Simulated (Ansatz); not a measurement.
The system is CdSe.

```xyz
2
Lattice="0.0000 2.8740 2.8740 2.8740 0.0000 2.8740 2.8740 2.8740 0.0000" Properties=species:S:1:pos:R:3 pbc="T T T"
Cd    0.0000    0.0000    0.0000
Se    2.8740    2.8740    2.8740
```

Measurements of this composition are mostly on another form, of space group No. 186.

| Property | Result |
| --- | --- |
| Program | Ansatz 0.2.0 |
| Task | single point |
| Functional | PBE |
| Potentials or basis | Ansatz PAW |
| Cutoff | 420 eV (not typed: the program's choice for these potentials) |
| k mesh | 8 × 8 × 8 |
| Occupations | fermi-dirac, width 0.05 eV |
| Spin | no spin polarisation |

On this cell: pressure -0.3 GPa; largest force zero by symmetry; band gap on the k mesh none (metal or under the smearing width).

The same run follows on a disturbed copy (atoms moved at random, drawn with an rms of 0.05 Å):

```
CELL_PARAMETERS angstrom
0.00000 2.87396 2.87396
2.87396 0.00000 2.87396
2.87396 2.87396 0.00000
ATOMIC_POSITIONS crystal
Cd 0.98646 0.00218 0.01217
Se 0.49273 0.50827 0.48448
```

Task: What does the disturbed cell give?

Result: The energy (extrapolated to zero smearing) moves by +2.2 meV/atom; pressure -0.1 GPa; largest force 0.096 eV/Å; band gap on the k mesh none (metal or under the smearing width).

Forces in eV/Å, atoms in the order of the input:
```
Cd  -0.064 -0.063  0.035
Se   0.064  0.063 -0.035
```

Stress tensor (GPa, compression positive):
```
-0.06 -0.03  0.02
-0.03 -0.07  0.02
 0.02  0.02 -0.25
```
